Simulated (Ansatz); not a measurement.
Ta:

```
Ta
1.0
    -1.65128    1.65128    1.65128
     1.65128   -1.65128    1.65128
     1.65128    1.65128   -1.65128
Ta
1
Cartesian
  0.0000 0.0000 0.0000
```

* Program: Ansatz 0.2.0
* Task: relaxation of cell and atoms
* Functional: RPBE
* Potentials or basis: Ansatz PAW
* Cutoff: 420 eV (not typed: the program's choice for these potentials)
* k mesh: 11 × 11 × 11
* Occupations: fermi-dirac, width 0.05 eV
* Spin: no spin polarisation

At the start: volume 18.01 Å³/atom.

Task: Where does the relaxation end?

Result: It ends after 4 steps and the volume is 18.58 Å³/atom (+3.1 %); space group Im-3m (No. 229, to 0.05 Å).

The path:
```
step  energy change (eV)  largest force (eV/Å)  volume (Å³)
   1              0.0000                0.0000        18.01
   2             -0.0101                0.0000        18.65
   3             -0.0103                0.0000        18.58
   4             -0.0105                0.0000        18.58
```

Final structure:
```xyz
1
Lattice="-1.6684 1.6684 1.6684 1.6684 -1.6684 1.6684 1.6684 1.6684 -1.6684" Properties=species:S:1:pos:R:3 pbc="T T T"
Ta    0.0000    0.0000    0.0000
```

Caveat: the plane-wave basis is chosen anew once the cell has moved, so the energies of steps on either side of that aren't comparable; the PAW data sets come from PBE, with cores solved anew for the run's functional, which leaves a small shift of forces and pressure.
